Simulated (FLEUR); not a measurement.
Te:

```
CELL_PARAMETERS angstrom
2.30590 1.33131 1.69095
-2.30590 1.33131 1.69095
0.00000 -2.66263 1.69095
ATOMIC_POSITIONS crystal
Te 0.50000 0.50000 0.50000
```

This isn't the form of Te at room conditions, which is trigonal, of chains.

| Item | Value |
| --- | --- |
| Program | FLEUR MaX-R8.1 (later development tree) |
| Task | single point |
| Functional | PBE |
| Potentials or basis | all-electron |
| Basis | FLAPW |
| Kmax | 3.8 1/bohr |
| k mesh | 9 × 9 × 9 |
| Occupations | fermi-dirac, width 0.05 eV |
| Spin | no spin polarisation |
| Gmax | 11.8 1/bohr |
| Muffin-tin radii | Te 2.66 bohr |
| lmax | Te 11 |
| Local orbitals a species | Te 6 |
| Max iterations | 60 |
| Mixing factor | 0.05 |
| Mixer | Anderson |
| Mixer history | 15 |
| Density convergence | 1e-05 me/bohr^3 |

On this cell: band gap on the k mesh none (metal or under the smearing width).

The same run follows on a disturbed copy (cell strained at random at fixed volume):

```xyz
1
Lattice="2.2857 1.3084 1.7231 -2.2642 1.2957 1.7038 -0.0002 -2.6598 1.7573" Properties=species:S:1:pos:R:3 pbc="T T T"
Te    0.0278   -0.0423    2.5897
```

**Question.** What does the disturbed cell give?

**Answer.** The energy (extrapolated to zero smearing) moves by +0.4 meV/atom; band gap on the k mesh none (metal or under the smearing width).
